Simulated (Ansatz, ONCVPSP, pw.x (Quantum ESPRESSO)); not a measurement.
copper (Cu) (bcc): variants of one ONCV potential in the solid

| Property | Result |
| --- | --- |
| Element | Cu (Z = 29) |
| Generator | ONCVPSP 4.0.1.1 (patched build) |
| Type | optimised norm-conserving Vanderbilt (ONCV) |
| Functional | PBE |
| Relativity | scalar-relativistic |
| Frozen core | [Ar] |
| Valence charge | 11 |
| Reference configuration | 3d10 4s1 |
| Partial waves | 4s: rc 2.15 bohr, ncon 4, nbas 7, qcut 3.9 1/bohr, 2 projectors, debl 2.3 Ha; p scattering state at 0.4 Ha: rc 2.25 bohr, ncon 4, nbas 7, qcut 3.3 1/bohr, 2 projectors, debl 3.1 Ha; 3d: rc 1.60 bohr, ncon 5, nbas 9, qcut 12 1/bohr, 2 projectors, debl 1.1 Ha |
| Local potential | polynomial inside 1.60 bohr (lpopt 5, dvloc0 -1 Ha) |
| Core correction | polynomial model core, fcfact 0.7 |

Crystal test: bcc Cu in pw.x 7.5, no spin, 16³ k-points, Fermi–Dirac smearing 0.01 Ry, cutoffs set for each file from its atomic test. The reference is all-electron LAPW (Ansatz 0.2.0) with the same functional, mesh and smearing; V0 and B0 come from Birch–Murnaghan fits to the pressures at five volumes. Errors are pseudo minus all-electron; Δ is the rms difference of the E(V) curves that follow from these fits, minima aligned, over ±6 % about the mean V0. Mesh and smearing are coarse, so the numbers serve the comparison and aren't converged zero-temperature values; the lattice is a test structure that the element need not adopt.

All-electron: a0 = 2.885 Å (V0 = 12.01 Å³/atom), B0 = 138.4 GPa.

Base: This is a poor potential for the solid. Atomic configuration tests: 1 of 4 tests not solved or not reliable.

1 further variants are left out: they gave no file fit for a test, a broken result, the same result as the base, or pressures whose basis-set error rivals the error shown.

A dash in a converged row means that the minimum lies outside the volumes sampled.

| change | cutoffs (Ry) | pw.x | a0 (Å) | a0 error (%) | B0 error (%) | Δ (meV/atom) | mean pressure error (GPa) |
| --- | --- | --- | --- | --- | --- | --- | --- |
| base | 135/540 | converged | 2.875 | -0.35 | +17.7 | 4.1 | -1.60 |
| core correction Teter function, fcfact 1.5, rcfact 1.3 | 135/540 | converged | 2.872 | -0.48 | +18.9 | 5.6 | -2.23 |
| local potential polynomial inside 1.48 bohr (lpopt 5, dvloc0 -1 Ha) | 135/540 | converged | 2.875 | -0.35 | +17.6 | 4.1 | -1.60 |
| local potential polynomial inside 1.10 bohr (lpopt 4, dvloc0 0 Ha) | 135/540 | converged | 2.875 | -0.35 | +17.6 | 4.1 | -1.61 |

Task: Give the row for: all radii but the core radius scaled by about 0.80 (s 1.72, p 1.80, d 1.28 bohr); local potential polynomial inside 1.28 bohr (lpopt 5, dvloc0 -1 Ha).

Result: pw.x: converged; bound ghost; mean pressure error (GPa): -55.93.
